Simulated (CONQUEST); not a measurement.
# La in CONQUEST: convergence with k mesh

La:

```
La
1.0
     3.75000    0.00000    0.00000
     0.00000    6.07000    0.00000
     0.00000    0.00000    6.49519
La
4
Direct
  0.46419 0.74687 0.82409
  0.96419 0.74687 0.32409
  0.01586 0.24823 0.64604
  0.51586 0.24823 0.14604
```

This isn't the form of La at room conditions, which is double hcp.

The cell isn't the ideal one: atoms moved at random.

```yaml
Program: CONQUEST 1.3
Task: convergence study
Functional: PBEsol
Potentials_or_basis: PseudoDojo NC PBEsol, SZP, grid cutoff 120 Ha
k_mesh: 1 × 1 × 1
Occupations: fermi-dirac, width 0.05 eV
Spin: no spin polarisation
```

These are the settings of the first run; the series varies k mesh, with any setting tied to it.

Hardware: 1 thread of AMD EPYC 9B45 (Zen 5), with other jobs on the host.

**Question.** The values tried are 1 × 1 × 1, 2 × 1 × 1, 3 × 2 × 2, 4 × 3 × 3, 5 × 3 × 3, 6 × 4 × 4, 7 × 5 × 4, 9 × 6 × 5, 10 × 7 × 6, loosest first. From which on does the pressure stay within 0.1 GPa of the tightest run that finished?

**Answer.** From 9 × 6 × 5 on.

| k mesh | energy less the tightest run, at zero smearing (meV/atom) | pressure (GPa) | SCF cycles | CPU time (s) | peak memory (GiB) |
| --- | --- | --- | --- | --- | --- |
| 1 × 1 × 1 | -377.03 | 5.56 | 10 | 24 | 0.94 |
| 2 × 1 × 1 | -233.09 | -0.53 | 9 | 23 | 0.94 |
| 3 × 2 × 2 | -44.21 | -2.72 | 8 | 24 | 0.94 |
| 4 × 3 × 3 | -0.30 | -0.59 | 8 | 25 | 0.94 |
| 5 × 3 × 3 | -9.56 | -0.78 | 8 | 25 | 0.94 |
| 6 × 4 × 4 | 6.47 | -0.77 | 8 | 32 | 0.94 |
| 7 × 5 × 4 | 7.66 | -0.63 | 8 | 34 | 0.94 |
| 9 × 6 × 5 | -0.73 | -0.82 | 8 | 45 | 0.94 |
| 10 × 7 × 6 | 0.00 | -0.81 | 8 | 59 | 0.94 |

Against the tightest run, the energy stays within 1 meV/atom from 9 × 6 × 5 on. Meshes of other sizes hit other points, so gaps and Fermi surfaces needn't settle smoothly. The tightest run that finished is the yardstick and may itself not be fully converged.

Caveat, for the tightest run too: the atomic basis is small; the real-space grid is too coarse here: the forces don't sum to zero and aren't listed, and the energy moves when atoms move against the grid; the basis of atomic orbitals isn't converged, which shifts pressures, moduli and gaps. Spin-orbit coupling is left out, which matters for the levels of La.
